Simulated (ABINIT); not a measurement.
# MgB2 (P6/mmm) in ABINIT: settings compared, part 2 of 2

ABINIT 10.8.3 (patched build). Earlier steps stand in the parts before.

## Step 3: Band structure, PBE

Input file run.abi:

```
ndtset 2

pp_dirpath "./"
pseudos "Mg.GGA_PBE-JTH.xml, B.GGA_PBE-JTH.xml"

acell 5.8298050945 5.8298050945 6.6575051371
rprim
     1.0000000000     0.0000000000     0.0000000000
    -0.5000000000     0.8660254038     0.0000000000
     0.0000000000     0.0000000000     1.0000000000
ntypat 2
znucl 12 5
natom 3
typat 1 2 2
xred
     0.0000000000     0.0000000000     0.0000000000
     0.6666666667     0.3333333333     0.5000000000
     0.3333333333     0.6666666667     0.5000000000

ecut 15.0
pawecutdg 30.0

ixc 11

occopt 3
tsmear 0.05 eV

nstep 100

iomode 3
prtwf 0
prteig 0
prtebands 0
enunit 1
prtden1 1

kptopt1 1
ngkpt1 10 10 8
nshiftk1 1
shiftk1 0.0 0.0 0.0
nband1 12
tolvrs1 1.0e-9

iscf2 -2
getden2 1
nband2 16
nbdbuf2 2
tolwfr2 1.0e-12
kptopt2 -7
ndivsm2 6
prteig2 1
kptbounds2
     0.0000000000     0.0000000000     0.0000000000
     0.5000000000     0.0000000000     0.0000000000
     0.3333333333     0.3333333333     0.0000000000
     0.0000000000     0.0000000000     0.0000000000
     0.0000000000     0.0000000000     0.5000000000
     0.5000000000     0.0000000000     0.5000000000
     0.3333333333     0.3333333333     0.5000000000
     0.0000000000     0.0000000000     0.5000000000
```

Potentials or basis: JTH PAW PBE v2.0.

Launch:

```bash
$ abinit run.abi > log 2>&1
```

It took 24 s on 1 thread of Arm Neoverse V1, shared host; peak memory 0.1 GiB.

The run converged. Its results:

| Quantity | Value |
| --- | --- |
| Free energy | -1886.0295 eV |
| Band gap on the k mesh | none (metal or under the smearing width) |

Levels at the corners of the path, in eV from the Fermi level:
| point | band 5 | band 6 | band 7 | band 8 | band 9 | band 10 | band 11 | band 12 |
| --- | --- | --- | --- | --- | --- | --- | --- | --- |
| Γ | -12.45 | -2.97 | 0.33 | 0.33 | 1.61 | 6.26 | 6.26 | 8.02 |
| M | -8.56 | -7.86 | -2.20 | 0.17 | 3.03 | 3.83 | 5.28 | 7.05 |
| K | -7.29 | -7.29 | -5.88 | 1.75 | 1.75 | 6.13 | 6.13 | 8.76 |
| Γ | -12.45 | -2.97 | 0.33 | 0.33 | 1.61 | 6.26 | 6.26 | 8.02 |
| A | -11.16 | -7.46 | 0.70 | 0.70 | 6.60 | 6.60 | 7.89 | 9.79 |
| L | -7.60 | -6.94 | -3.59 | -1.91 | -1.34 | 5.65 | 8.72 | 8.86 |
| H | -6.41 | -6.41 | -5.20 | -2.04 | -2.04 | 3.51 | 11.61 | 11.84 |
| A | -11.16 | -7.46 | 0.70 | 0.70 | 6.60 | 6.60 | 7.89 | 9.79 |

Caveat: the cutoff is too short for stress, so the log's stress isn't used; the atomic spheres overlap.

## Step 4: Band structure, LDA-PZ

Changes to run.abi since step 3:

```diff
@@ -3,3 +3,3 @@
 pp_dirpath "./"
-pseudos "Mg.GGA_PBE-JTH.xml, B.GGA_PBE-JTH.xml"
+pseudos "Mg.LDA_PW-JTH.xml, B.LDA_PW-JTH.xml"
 
@@ -22,3 +22,3 @@
 
-ixc 11
+ixc 2
 
@@ -33,3 +33,2 @@
 prtebands 0
-enunit 1
 prtden1 1
```

Potentials or basis: JTH PAW LDA v2.0.

Launch:

```bash
$ abinit run.abi > log 2>&1
```

Wall time 23 s (1 thread of Arm Neoverse V1, shared host); peak memory 0.1 GiB.

It converged, with:

* Free energy: -1884.5617 eV
* Band gap on the k mesh: none (metal or under the smearing width)

Levels at the corners of the path, in eV from the Fermi level:
| point | band 5 | band 6 | band 7 | band 8 | band 9 | band 10 | band 11 | band 12 |
| --- | --- | --- | --- | --- | --- | --- | --- | --- |
| Γ | -12.33 | -2.96 | 0.32 | 0.32 | 1.60 | 6.24 | 6.24 | 8.16 |
| M | -8.42 | -7.80 | -2.20 | 0.17 | 3.01 | 3.86 | 5.26 | 6.94 |
| K | -7.17 | -7.17 | -5.88 | 1.75 | 1.75 | 6.09 | 6.09 | 8.65 |
| Γ | -12.33 | -2.96 | 0.32 | 0.32 | 1.60 | 6.24 | 6.24 | 8.16 |
| A | -11.01 | -7.47 | 0.70 | 0.70 | 6.58 | 6.58 | 7.84 | 9.79 |
| L | -7.45 | -6.87 | -3.58 | -1.91 | -1.37 | 5.73 | 8.54 | 8.78 |
| H | -6.27 | -6.27 | -5.19 | -2.04 | -2.04 | 3.38 | 11.48 | 11.82 |
| A | -11.01 | -7.47 | 0.70 | 0.70 | 6.58 | 6.58 | 7.84 | 9.79 |

Caveat: the cutoff is too short for stress, so the log's stress isn't used; the atomic spheres overlap.

## Step 5: Band structure, PBE

Changes to run.abi since step 4:

```diff
@@ -3,9 +3,9 @@
 pp_dirpath "./"
-pseudos "Mg.LDA_PW-JTH.xml, B.LDA_PW-JTH.xml"
+pseudos "Mg.upf, B.upf"
 
-acell 5.8298050945 5.8298050945 6.6575051371
+acell 3*1.0
 rprim
-     1.0000000000     0.0000000000     0.0000000000
-    -0.5000000000     0.8660254038     0.0000000000
-     0.0000000000     0.0000000000     1.0000000000
+     5.8298050945     0.0000000000     0.0000000000
+    -2.9149025472     5.0487593110     0.0000000000
+     0.0000000000     0.0000000000     6.6575051371
 ntypat 2
@@ -19,6 +19,5 @@
 
-ecut 15.0
-pawecutdg 30.0
+ecut 1142.878222 eV
 
-ixc 2
+ixc 11
 
@@ -33,2 +32,3 @@
 prtebands 0
+enunit 1
 prtden1 1
@@ -40,3 +40,3 @@
 nband1 12
-tolvrs1 1.0e-9
+tolvrs1 1.0e-10
 
@@ -50,2 +50,3 @@
 prteig2 1
+prtvol2 -3
 kptbounds2
```

Potentials or basis: PseudoDojo NC SR PBE v0.5 standard.

Launch:

```bash
$ abinit run.abi > log 2>&1
```

It took 86 s on 1 thread of Arm Neoverse V1, shared host; peak memory 0.11 GiB.

It converged, with:

```
Free energy                                           : -1776.6858 eV
Pressure                                              : -0.9 GPa
Band gap on the k mesh                                : none (metal or under the smearing width)
Valence electrons inside the program's atomic spheres : Mg 8.36; B 2.65
```

Stress tensor (GPa, compression positive):
```
-0.98  0.00  0.00
 0.00 -0.98  0.00
 0.00  0.00 -0.81
```

Levels at the corners of the path, in eV from the Fermi level:
| point | band 6 | band 7 | band 8 | band 9 | band 10 | band 11 |
| --- | --- | --- | --- | --- | --- | --- |
| Γ | -2.98 | 0.32 | 0.32 | 1.62 | 6.27 | 6.27 |
| M | -7.86 | -2.22 | 0.18 | 3.03 | 3.86 | 5.28 |
| K | -7.30 | -5.88 | 1.76 | 1.76 | 6.13 | 6.13 |
| Γ | -2.98 | 0.32 | 0.32 | 1.62 | 6.27 | 6.27 |
| A | -7.47 | 0.69 | 0.69 | 6.63 | 6.63 | 7.89 |
| L | -6.95 | -3.60 | -1.92 | -1.33 | 5.67 | 8.72 |
| H | -6.40 | -5.21 | -2.05 | -2.05 | 3.52 | 11.61 |
| A | -7.47 | 0.69 | 0.69 | 6.63 | 6.63 | 7.89 |

## Step 6: Equation of state, LDA

Input file run.abi:

```
# Datasets: one volume each
ndtset 7
getwfk -1
scalecart1 3*0.9795861087
scalecart2 3*0.9864848297
scalecart3 3*0.9932883884
scalecart4 3*1.0000000000
scalecart5 3*1.0066227096
scalecart6 3*1.0131594038
scalecart7 3*1.0196128224

# Pseudopotentials
pp_dirpath "./"
pseudos "Mg.hgh, B.hgh"

# Structure
acell 3*1.0
rprim
     5.8298050945     0.0000000000     0.0000000000
    -2.9149025472     5.0487593110     0.0000000000
     0.0000000000     0.0000000000     6.6575051371
ntypat 2
znucl 12 5
natom 3
typat 1 2 2
xred
     0.0000000000     0.0000000000     0.0000000000
     0.6666666667     0.3333333333     0.5000000000
     0.3333333333     0.6666666667     0.5000000000

# Plane-wave basis
ecut 26.0

# k points
kptopt 1
ngkpt 10 10 8
nshiftk 1
shiftk 0.0 0.0 0.0

# Exchange and correlation
ixc 7

# Bands and occupations
nband 8
occopt 3
tsmear 0.05 eV

# SCF cycle
nstep 100
tolvrs 1.0e-10

# Output
iomode 3
prtwf 1
prtden 0
prteig 0
prtebands 0
enunit 1
```

Potentials or basis: HGH LDA.

Launch:

```bash
$ abinit run.abi > log 2>&1
```

Wall time 76 s (1 thread of Arm Neoverse V1, shared host); peak memory 0.11 GiB.

It converged, with:

```yaml
Equilibrium_volume: "9.08 Å³/atom (rough: see the caveat)"
Bulk_modulus_at_fixed_shape_and_positions: 153 GPa (rough)
```

Energy against volume, from the lowest point:
```tsv
volume (Å³/atom)	energy (meV/atom)
9.098	0.00
9.292	2.26
9.485	8.21
9.679	17.40
9.873	29.56
10.066	44.66
10.260	62.20
```

Caveat: the cutoff is too short for stress, so the log's stress isn't used; pressures at fixed basis lie under the slope of the energies; the minimum lies outside the volumes run; the cell was scaled at fixed shape and fractional positions, which overstates the stiffness of a crystal with free parameters, most of all of layers and chains; HGH potentials are hard and often keep d shells in the core, so these values are rough.

## Step 7: Overview

| task | level | potentials or basis | cutoff (eV) | dispersion computed by | fine-grid cutoff | gap on the mesh (eV) |
| --- | --- | --- | --- | --- | --- | --- |
| equation of state | PBE+D4 | JTH PAW PBE v2.0 | 408 | dftd4 4.3.1 | 816.342 eV | - |
| band structure | PBE | JTH PAW PBE v2.0 | 408 | - | 816.342 eV | none |
| band structure | LDA-PZ | JTH PAW LDA v2.0 | 408 | - | 816.342 eV | none |
| band structure | PBE | PseudoDojo NC SR PBE v0.5 standard | 1143 | - | - | none |

Alike in all rows: no spin polarisation; cell as given; k mesh 10 × 10 × 8; smearing fermi-dirac 0.05 eV.

Caveats: the atomic spheres overlap (some runs); pressures at fixed basis lie under the slope of the energies (some runs); the cell was scaled at fixed shape and fractional positions, which overstates the stiffness of a crystal with free parameters, most of all of layers and chains (some runs).

Absolute energies hang on the potentials; compare differences alone.
